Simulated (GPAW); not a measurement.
# Pd (Fm-3m) in GPAW: reference runs

Reference runs on Pd: the cell as given and a disturbed copy.

Everything below comes from runs of GPAW 26.7.0. Logs are shortened: lines on timing, memory, paths and dates and some standing lists are left out, and cuts for length are marked. The log counts tension as positive stress, the text compression.

## (1) The crystal as given

It takes space group Fm-3m (No. 225, cubic). The conventional cell has a = 3.893 Å, b = 3.893 Å, c = 3.893 Å, α = 90.00°, β = 90.00°, γ = 90.00°. Around Pd (site symmetry m-3m) lie 12 Pd at 2.75 Å.

## (2) Single point, PBEsol

File run.py:

```python
from ase import Atoms
from ase.dft.bandgap import bandgap
from ase.io import write
from ase.units import Bohr, GPa
from gpaw import GPAW, PW, setup_paths
from gpaw.elf import elf_from_dft_calculation

setup_paths.insert(0, '.')

atoms = Atoms(['Pd'],
              cell=[[0.0, 1.9465, 1.9465],
                    [1.9465, 0.0, 1.9465],
                    [1.9465, 1.9465, 0.0]],
              scaled_positions=[[0.0, 0.0, 0.0]],
              pbc=True)

calc = GPAW(mode=PW(600),
            xc='PBEsol',
            kpts={'size': (12, 12, 12), 'gamma': True},
            occupations={'name': 'fermi-dirac', 'width': 0.05},
            nbands=17,
            convergence={'density': 1e-05, 'energy': 1e-05},
            maxiter=150,
            txt='gpaw.txt')
atoms.calc = calc
energy = atoms.get_potential_energy()
forces = atoms.get_forces()
stress = atoms.get_stress()
calc.write('gs.gpw')
write('result.traj', atoms)
print(f'Energy: {energy:.6f} eV')
print('Forces (eV/A):')
print(forces.round(4))
print('Stress (GPa):', (stress / GPa).round(3))
print('Fermi level:', round(calc.get_fermi_level(), 4), 'eV')
print(f'Gap: {bandgap(calc)[0]:.4f} eV, direct: {bandgap(calc, direct=True)[0]:.4f} eV')

# fields on the real-space grid
write('density.cube', atoms, data=calc.get_pseudo_density() * Bohr**3)
write('potential.cube', atoms, data=calc.get_electrostatic_potential())
write('elf.cube', atoms, data=elf_from_dft_calculation(calc).data)
```

Potentials or basis: PAW data sets generated in the run's folder for this functional, pw.

Run with:

```
gpaw-setup -f PBEsol Pd
OMP_NUM_THREADS=1 python run.py
```

gpaw.txt:

```text
__  _  _
 | _ |_)|_||  |
 |__||  | ||/\| - 26.7.0

Input parameters:
  mode=PW(ecut=600.0),
  convergence={'density': 1e-05, 'energy': 1e-05},
  kpts=MonkhorstPack(size=(12, 12, 12), gamma=True),
  maxiter=150,
  nbands=17,
  occupations=Occupations(name='fermi-dirac', width=0.05),
  xc=XC(name='PBEsol')

Diagonalizing LCAO Hamiltonian
Converting LCAO to pw mode

       Pd

Atoms  # Å, Bohr magnetons
|   | symbol |        x |        y |        z |    initial magnetic moments |
|---|--------|----------|----------|----------|-----------------------------|
| 0 |     Pd | 0.000000 | 0.000000 | 0.000000 | ( 0.0000,  0.0000,  0.0000) |

Unit cell  # Å
| periodic |        x |        y |        z |  lengths |    angles |
|----------|----------|----------|----------|----------|-----------|
|      yes | 0.000000 | 1.946500 | 1.946500 | 2.752767 | 60.000000 |
|      yes | 1.946500 | 0.000000 | 1.946500 | 2.752767 | 60.000000 |
|      yes | 1.946500 | 1.946500 | 0.000000 | 2.752767 | 60.000000 |

Number of symmetries: 48
Symmetry operations  # r_c * U_cc + t_c -> r_c
|    | kind |            matrix            |
|----|------|------------------------------|
|  0 |  σ   |  1, 0, 0,  1, 0,-1,  1,-1, 0 |
|  1 |  C2  |  1, 0, 0,  1,-1, 0,  1, 0,-1 |
|  2 |  E   |  1, 0, 0,  0, 1, 0,  0, 0, 1 |
|  3 |  σ   |  1, 0, 0,  0, 0, 1,  0, 1, 0 |
|  4 |  C4  |  1, 0,-1,  1, 0, 0,  1,-1, 0 |
|  5 |  S6  |  1, 0,-1,  1,-1, 0,  1, 0, 0 |
|  6 |  σ   |  1, 0,-1,  0, 1,-1,  0, 0,-1 |
|  7 |  C3  |  1, 0,-1,  0, 0,-1,  0, 1,-1 |
|  8 |  S6  |  1,-1, 0,  1, 0, 0,  1, 0,-1 |
|  9 |  C4  |  1,-1, 0,  1, 0,-1,  1, 0, 0 |
| 10 |  C3  |  1,-1, 0,  0,-1, 1,  0,-1, 0 |
| 11 |  σ   |  1,-1, 0,  0,-1, 0,  0,-1, 1 |
| 12 |  σ   |  0, 1, 0,  1, 0, 0,  0, 0, 1 |
| 13 |  C4  |  0, 1, 0,  0, 1,-1, -1, 1, 0 |
| 14 |  C3  |  0, 1, 0,  0, 0, 1,  1, 0, 0 |
| 15 |  S6  |  0, 1, 0, -1, 1, 0,  0, 1,-1 |
| 16 |  C2  |  0, 1,-1,  1, 0,-1,  0, 0,-1 |
| 17 |  σ   |  0, 1,-1,  0, 1, 0, -1, 1, 0 |
| 18 |  S4  |  0, 1,-1,  0, 0,-1,  1, 0,-1 |
| 19 |  C4  |  0, 1,-1, -1, 1, 0,  0, 1, 0 |
| 20 |  C3  |  0, 0, 1,  1, 0, 0,  0, 1, 0 |
| 21 |  σ   |  0, 0, 1,  0, 1, 0,  1, 0, 0 |
| 22 |  S6  |  0, 0, 1,  0,-1, 1, -1, 0, 1 |
| 23 |  C4  |  0, 0, 1, -1, 0, 1,  0,-1, 1 |
| 24 |  S4  |  0, 0,-1,  1, 0,-1,  0, 1,-1 |
| 25 |  C3  |  0, 0,-1,  0, 1,-1,  1, 0,-1 |
| 26 |  C2  |  0, 0,-1,  0,-1, 0, -1, 0, 0 |
| 27 |  S6  |  0, 0,-1, -1, 0, 0,  0,-1, 0 |
| 28 |  S4  |  0,-1, 1,  1,-1, 0,  0,-1, 0 |
| 29 |  C4  |  0,-1, 1,  0, 0, 1, -1, 0, 1 |
| 30 |  C2  |  0,-1, 1,  0,-1, 0,  1,-1, 0 |
| 31 |  σ   |  0,-1, 1, -1, 0, 1,  0, 0, 1 |
| 32 |  C3  |  0,-1, 0,  1,-1, 0,  0,-1, 1 |
| 33 |  S6  |  0,-1, 0,  0, 0,-1, -1, 0, 0 |
| 34 |  S4  |  0,-1, 0,  0,-1, 1,  1,-1, 0 |
| 35 |  C2  |  0,-1, 0, -1, 0, 0,  0, 0,-1 |
| 36 |  C2  | -1, 1, 0,  0, 1, 0,  0, 1,-1 |
| 37 |  S6  | -1, 1, 0,  0, 1,-1,  0, 1, 0 |
| 38 |  S4  | -1, 1, 0, -1, 0, 1, -1, 0, 0 |
| 39 |  C3  | -1, 1, 0, -1, 0, 0, -1, 0, 1 |
| 40 |  S6  | -1, 0, 1,  0, 0, 1,  0,-1, 1 |
| 41 |  C2  | -1, 0, 1,  0,-1, 1,  0, 0, 1 |
| 42 |  C3  | -1, 0, 1, -1, 1, 0, -1, 0, 0 |
| 43 |  S4  | -1, 0, 1, -1, 0, 0, -1, 1, 0 |
| 44 |  C2  | -1, 0, 0,  0, 0,-1,  0,-1, 0 |
| 45 |  i   | -1, 0, 0,  0,-1, 0,  0, 0,-1 |
| 46 |  σ   | -1, 0, 0, -1, 1, 0, -1, 0, 1 |
| 47 |  C2  | -1, 0, 0, -1, 0, 1, -1, 1, 0 |

BZ-sampling:
  Number of BZ points: 1728
  Number of IBZ points: 72

  Monkhorst-Pack size: [12, 12, 12]
  Monkhorst-Pack shift: [0.041666666666666664, 0.041666666666666664, 0.041666666666666664]

K-points  # in reciprocal-cell coordinates
|     |                                coordinates |     weight |
|-----|--------------------------------------------|------------|
|   0 | ( -0.00000000,  -0.00000000,  -0.00000000) | 0.00057870 |
|   1 | (  0.08333333,   0.08333333,  -0.00000000) | 0.00347222 |
|   2 | (  0.08333333,   0.08333333,   0.08333333) | 0.00462963 |
|   3 | (  0.16666667,   0.08333333,   0.08333333) | 0.00694444 |
|   4 | (  0.16666667,   0.16666667,  -0.00000000) | 0.00347222 |
|   5 | (  0.16666667,   0.16666667,   0.08333333) | 0.01388889 |
|   6 | (  0.16666667,   0.16666667,   0.16666667) | 0.00462963 |
|   7 | (  0.25000000,   0.16666667,   0.08333333) | 0.01388889 |
|   8 | (  0.25000000,   0.16666667,   0.16666667) | 0.01388889 |
|   9 | (  0.25000000,   0.25000000,  -0.00000000) | 0.00347222 |
| ... |                                            |            |
|  71 | (  0.50000000,   0.50000000,   0.50000000) | 0.00231481 |

Plane wave coefficients: 531
Cutoff: 600.0 eV

Spin-components: 1 (collinear spins)
Bands:           17
Projectors:      6
Spin-degeneracy: 2
Datatype:        complex128

Parallelization:
  kpt:    1
  domain: 1
  band:   1

Density:
  Valence electrons: 16.0
  Components: 1
  Grid points: [16 16 16]
  Charge: 0.0  # |e|

Potential:
  Grid points: [16 16 16]

species:
  Pd:
    name:    Palladium
    Z:       46.0
    valence: 16
    core:    30
    charge:  0.0  # [|e|]
    compensation charges:
      type: gauss
      rc: 0.38  # [Å]
      lmax: 2
    cutoffs:
      filter: 2.38  # [Å]
      core: 2.28  # [Å]
    projectors
    | kind |    occ | energy [eV] | rcut [Å] |
    |------|--------|-------------|----------|
    |   5s |  0.000 |      -3.290 |    1.228 |
    |   4p |  6.000 |     -51.151 |    1.360 |
    |   5p |  0.000 |      -0.235 |    1.360 |
    |   4d | 10.000 |      -4.049 |    1.228 |
    |    s |        |      23.922 |    1.228 |
    |    d |        |      23.162 |    1.228 |

    Using partial waves for Pd as LCAO basis

Reference energy: -137160.600186  # eV

eigensolver:
  PPCG
  Converge bands: occupied
  niter=2

density mixing:
  MSR1-Mixer
  Pratt-step length: 0.05
  Maximum mixing coefficient: 0.75
  Old densities: 10
  SVD Regularization: 0.005
  Good broyden scale: 1.0
  Trust region scale: 1.0
  Backstep threshold: 4.0
  History deletion threshold: 6.0
  Fourier metric: weight=20.0, sigma=0.015

occupation numbers:
  Fermi-Dirac:
    width: 0.0500  # eV

poisson solver:
  ecut: 4800.0  # eV

xc functional:
  name: PBEsol with 2 nearest neighbor stencil

convergence criteria:
- Maximum integral of absolute [dens]ity change: 1e-05 electrons / valence electron
- Maximum [total energy] change in last 3 cyles: 1e-05 eV / valence electron
- Maximum integral of absolute [eigenst]ate change: 4e-08 eV^2 / valence electron
maximum number of iterations: 150

SCF iterations
|iter     | |      energy | eigst |  dens |
|---------|-|-------------|-------|-------|
|iter:   1| |   -5.721735 | -0.10 |       |
|iter:   2| |   -5.450113 | -2.55 | -0.96 |
|iter:   3| |   -4.612339 | -1.42 | -1.01 |
|iter:   4| |   -4.601114 | -3.39 | -2.02 |
|iter:   5| |   -4.597270 | -3.96 | -2.18 |
|iter:   6| |   -4.597277 | -6.31 | -3.58 |
|iter:   7| |   -4.597279c| -7.12 | -4.13 |
|iter:   8| |   -4.597279c| -7.71c| -4.94 |
|iter:   9| |   -4.597279c| -8.53c| -5.58c|

Converged in 9 steps
Energy contributions relative to reference atoms: (reference = -137160.600186)

Energy contributions:
  Kinetic:          -5.344358
  Coulomb:           0.463777
  Zero:             -0.148505
  External:          0.000000
  Xc:                0.441577
  Entropy:          -0.019540
  Spinorbit:         0.000000
  ----------------------------
  Free energy:      -4.607049
  Extrapolated:     -4.597279

dipole moment: (-11.611174, -11.611174, -11.611174)  # |e|*Ang

Fermi level: 9.318
Eigenvalues  # (at kpt = [-0.000, -0.000, -0.000])
| band index |      eig [eV] | occ [0-2] |
|------------|---------------|-----------|
|          0 |       -40.298 |     2.000 |
|          1 |       -40.298 |     2.000 |
|          2 |       -40.298 |     2.000 |
|          3 |         2.115 |     2.000 |
|          4 |         6.481 |     2.000 |
|          5 |         6.481 |     2.000 |
[... 9 lines left out ...]
|         15 |        39.494 |     0.000 |
|         16 |        39.494 |     0.000 |

No gap
No difference between direct/indirect transitions

Forces  # eV/Ang
|        x |       y |        z |
|----------|---------|----------|
| -0.00000 | 0.00000 | -0.00000 |  # Pd   0

Stress tensor  # eV/Ang^3
|        x |         y |         z |
|----------|-----------|-----------|
| 0.015599 |  0.000000 |  0.000000 |
| 0.000000 |  0.015599 | -0.000000 |
| 0.000000 | -0.000000 |  0.015599 |

# Writing to gs.gpw (mode='')
```

Run time: 15 s. Hardware: 1 thread of Arm Neoverse V1, shared host; peak memory 0.14 GiB.

Results:

```yaml
Free_energy: -4.6070 eV
Pressure: -2.5 GPa
Band_gap_on_the_k_mesh: none (metal or under the smearing width)
```

## (3) Single point, PBEsol (cell strained at random at fixed volume)

File run.py:

```python
from ase import Atoms
from ase.dft.bandgap import bandgap
from ase.io import write
from ase.units import GPa
from gpaw import GPAW, PW, setup_paths

setup_paths.insert(0, '.')

atoms = Atoms(['Pd'],
              cell=[[-0.011126, 1.955217, 1.941862],
                    [1.971074, 0.006341, 1.924395],
                    [1.964441, 1.931118, 0.012973]],
              scaled_positions=[[0.023837, -0.016987, -0.002967]],
              pbc=True)

calc = GPAW(mode=PW(600),
            xc='PBEsol',
            kpts={'size': (12, 12, 12), 'gamma': True},
            occupations={'name': 'fermi-dirac', 'width': 0.05},
            nbands=17,
            convergence={'density': 1e-05, 'energy': 1e-05},
            maxiter=150,
            txt='gpaw.txt')
atoms.calc = calc
energy = atoms.get_potential_energy()
forces = atoms.get_forces()
stress = atoms.get_stress()
calc.write('gs.gpw')
write('result.traj', atoms)
print(f'Energy: {energy:.6f} eV')
print('Forces (eV/A):')
print(forces.round(4))
print('Stress (GPa):', (stress / GPa).round(3))
print('Fermi level:', round(calc.get_fermi_level(), 4), 'eV')
print(f'Gap: {bandgap(calc)[0]:.4f} eV, direct: {bandgap(calc, direct=True)[0]:.4f} eV')
```

Potentials or basis: PAW data sets generated in the run's folder for this functional, pw.

Run with:

```
gpaw-setup -f PBEsol Pd
OMP_NUM_THREADS=1 python run.py
```

gpaw.txt:

```text
__  _  _
 | _ |_)|_||  |
 |__||  | ||/\| - 26.7.0

Input parameters:
  mode=PW(ecut=600.0),
  convergence={'density': 1e-05, 'energy': 1e-05},
  kpts=MonkhorstPack(size=(12, 12, 12), gamma=True),
  maxiter=150,
  nbands=17,
  occupations=Occupations(name='fermi-dirac', width=0.05),
  xc=XC(name='PBEsol')

Diagonalizing LCAO Hamiltonian
Converting LCAO to pw mode

       Pd

Atoms  # Å, Bohr magnetons
|   | symbol |         x |        y |        z |    initial magnetic moments |
|---|--------|-----------|----------|----------|-----------------------------|
| 0 |     Pd | -0.039576 | 0.040769 | 0.013560 | ( 0.0000,  0.0000,  0.0000) |

Unit cell  # Å
| periodic |         x |        y |        z |  lengths |    angles |
|----------|-----------|----------|----------|----------|-----------|
|      yes | -0.011126 | 1.955217 | 1.941862 | 2.755690 | 58.991783 |
|      yes |  1.971074 | 0.006341 | 1.924395 | 2.754718 | 60.143433 |
|      yes |  1.964441 | 1.931118 | 0.012973 | 2.754708 | 60.592593 |

Number of symmetries: 1
Symmetry operations  # r_c * U_cc + t_c -> r_c
|   | kind |            matrix            |
|---|------|------------------------------|
| 0 |  E   |  1, 0, 0,  0, 1, 0,  0, 0, 1 |

BZ-sampling:
  Number of BZ points: 1728
  Number of IBZ points: 868

  Monkhorst-Pack size: [12, 12, 12]
  Monkhorst-Pack shift: [0.041666666666666664, 0.041666666666666664, 0.041666666666666664]

K-points  # in reciprocal-cell coordinates
|     |                                coordinates |     weight |
|-----|--------------------------------------------|------------|
|   0 | ( -0.00000000,  -0.00000000,  -0.00000000) | 0.00057870 |
|   1 | ( -0.00000000,  -0.00000000,   0.08333333) | 0.00115741 |
|   2 | ( -0.00000000,  -0.00000000,   0.16666667) | 0.00115741 |
|   3 | ( -0.00000000,  -0.00000000,   0.25000000) | 0.00115741 |
|   4 | ( -0.00000000,  -0.00000000,   0.33333333) | 0.00115741 |
|   5 | ( -0.00000000,  -0.00000000,   0.41666667) | 0.00115741 |
|   6 | ( -0.00000000,  -0.00000000,   0.50000000) | 0.00057870 |
|   7 | ( -0.00000000,   0.08333333,  -0.41666667) | 0.00115741 |
|   8 | ( -0.00000000,   0.08333333,  -0.33333333) | 0.00115741 |
|   9 | ( -0.00000000,   0.08333333,  -0.25000000) | 0.00115741 |
| ... |                                            |            |
| 867 | (  0.50000000,   0.50000000,   0.50000000) | 0.00057870 |

Plane wave coefficients: 527
Cutoff: 600.0 eV

Spin-components: 1 (collinear spins)
Bands:           17
Projectors:      6
Spin-degeneracy: 2
Datatype:        complex128

Parallelization:
  kpt:    1
  domain: 1
  band:   1

Density:
  Valence electrons: 16.0
  Components: 1
  Grid points: [16 16 16]
  Charge: 0.0  # |e|

Potential:
  Grid points: [16 16 16]

species:
  Pd:
    name:    Palladium
    Z:       46.0
    valence: 16
    core:    30
    charge:  0.0  # [|e|]
    compensation charges:
      type: gauss
      rc: 0.38  # [Å]
      lmax: 2
    cutoffs:
      filter: 2.38  # [Å]
      core: 2.28  # [Å]
    projectors
    | kind |    occ | energy [eV] | rcut [Å] |
    |------|--------|-------------|----------|
    |   5s |  0.000 |      -3.290 |    1.228 |
    |   4p |  6.000 |     -51.151 |    1.360 |
    |   5p |  0.000 |      -0.235 |    1.360 |
    |   4d | 10.000 |      -4.049 |    1.228 |
    |    s |        |      23.922 |    1.228 |
    |    d |        |      23.162 |    1.228 |

    Using partial waves for Pd as LCAO basis

Reference energy: -137160.600186  # eV

eigensolver:
  PPCG
  Converge bands: occupied
  niter=2

density mixing:
  MSR1-Mixer
  Pratt-step length: 0.05
  Maximum mixing coefficient: 0.75
  Old densities: 10
  SVD Regularization: 0.005
  Good broyden scale: 1.0
  Trust region scale: 1.0
  Backstep threshold: 4.0
  History deletion threshold: 6.0
  Fourier metric: weight=20.0, sigma=0.015

occupation numbers:
  Fermi-Dirac:
    width: 0.0500  # eV

poisson solver:
  ecut: 4800.0  # eV

xc functional:
  name: PBEsol with 2 nearest neighbor stencil

convergence criteria:
- Maximum integral of absolute [dens]ity change: 1e-05 electrons / valence electron
- Maximum [total energy] change in last 3 cyles: 1e-05 eV / valence electron
- Maximum integral of absolute [eigenst]ate change: 4e-08 eV^2 / valence electron
maximum number of iterations: 150

SCF iterations
|iter     | |      energy | eigst |  dens |
|---------|-|-------------|-------|-------|
|iter:   1| |   -5.719803 | -0.10 |       |
|iter:   2| |   -5.448178 | -2.54 | -0.96 |
|iter:   3| |   -4.610645 | -1.42 | -1.01 |
|iter:   4| |   -4.599370 | -3.39 | -2.01 |
|iter:   5| |   -4.595548 | -3.97 | -2.18 |
|iter:   6| |   -4.595555 | -6.29 | -3.57 |
|iter:   7| |   -4.595557c| -7.17 | -4.12 |
|iter:   8| |   -4.595557c| -7.59c| -4.92 |
|iter:   9| |   -4.595557c| -8.48c| -5.72c|

Converged in 9 steps
Energy contributions relative to reference atoms: (reference = -137160.600186)

Energy contributions:
  Kinetic:          -5.296668
  Coulomb:           0.425970
  Zero:             -0.148829
  External:          0.000000
  Xc:                0.433497
  Entropy:          -0.019052
  Spinorbit:         0.000000
  ----------------------------
  Free energy:      -4.605083
  Extrapolated:     -4.595557

dipole moment: (11.496669, 0.233081, 0.083969)  # |e|*Ang

Fermi level: 9.318
Eigenvalues  # (at kpt = [-0.000, -0.000, -0.000])
| band index |      eig [eV] | occ [0-2] |
|------------|---------------|-----------|
|          0 |       -40.308 |     2.000 |
|          1 |       -40.294 |     2.000 |
|          2 |       -40.285 |     2.000 |
|          3 |         2.116 |     2.000 |
|          4 |         6.334 |     2.000 |
|          5 |         6.481 |     2.000 |
|          6 |         6.628 |     2.000 |
|          7 |         8.009 |     2.000 |
|          8 |         8.217 |     2.000 |
|          9 |        26.747 |     0.000 |
|         10 |        31.336 |     0.000 |
|         11 |        31.728 |     0.000 |
|         12 |        32.244 |     0.000 |
|         13 |        36.397 |     0.000 |
|         14 |        39.119 |     0.000 |
|         15 |        39.584 |     0.000 |
|         16 |        39.804 |     0.000 |

No gap
No difference between direct/indirect transitions

Forces  # eV/Ang
|        x |       y |        z |
|----------|---------|----------|
| -0.00003 | 0.00002 | -0.00001 |  # Pd   0

Stress tensor  # eV/Ang^3
|         x |         y |         z |
|-----------|-----------|-----------|
|  0.020406 | -0.003778 | -0.001218 |
| -0.003778 |  0.013264 |  0.008449 |
| -0.001218 |  0.008449 |  0.011280 |

# Writing to gs.gpw (mode='')
```

Wall time 1.9 min (1 thread of Arm Neoverse V1, shared host); peak memory 0.31 GiB.

Results:

```yaml
Free_energy: -4.6051 eV
Pressure: -2.4 GPa
Band_gap_on_the_k_mesh: none (metal or under the smearing width)
```

Stress tensor (GPa, compression positive):
```
-3.27  0.61  0.20
 0.61 -2.13 -1.35
 0.20 -1.35 -1.81
```

Levels at points of the mesh, in eV from the Fermi level:
| k point | band 4 | band 5 | band 6 | band 7 | band 8 | band 9 | band 10 | band 11 | band 12 | band 13 |
| --- | --- | --- | --- | --- | --- | --- | --- | --- | --- | --- |
| (0.00, 0.00, 0.00) | -7.20 | -2.98 | -2.84 | -2.69 | -1.31 | -1.10 | 17.43 | 22.02 | 22.41 | 22.93 |
| (0.00, 0.00, 0.50) | -5.31 | -2.96 | -2.81 | -0.05 | 0.08 | 1.03 | 7.46 | 16.62 | 21.55 | 21.93 |
| (0.00, 0.50, 0.00) | -5.31 | -2.90 | -2.86 | -0.09 | 0.08 | 0.97 | 7.37 | 16.69 | 21.79 | 21.90 |
| (0.00, 0.50, 0.50) | -5.40 | -5.11 | -0.02 | 0.28 | 0.33 | 3.00 | 10.37 | 13.36 | 14.00 | 21.48 |
| (0.50, 0.00, 0.00) | -5.32 | -3.01 | -2.73 | -0.05 | 0.01 | 0.81 | 7.10 | 16.84 | 21.85 | 22.43 |
| (0.50, 0.00, 0.50) | -5.40 | -5.10 | -0.04 | 0.23 | 0.39 | 3.33 | 10.83 | 13.26 | 13.45 | 21.41 |
| (0.50, 0.50, 0.00) | -5.40 | -5.11 | -0.03 | 0.26 | 0.38 | 3.47 | 11.01 | 13.03 | 13.41 | 21.18 |
| (0.50, 0.50, 0.50) | -5.31 | -3.07 | -2.68 | -0.01 | 0.00 | 0.91 | 7.26 | 16.72 | 21.57 | 22.37 |
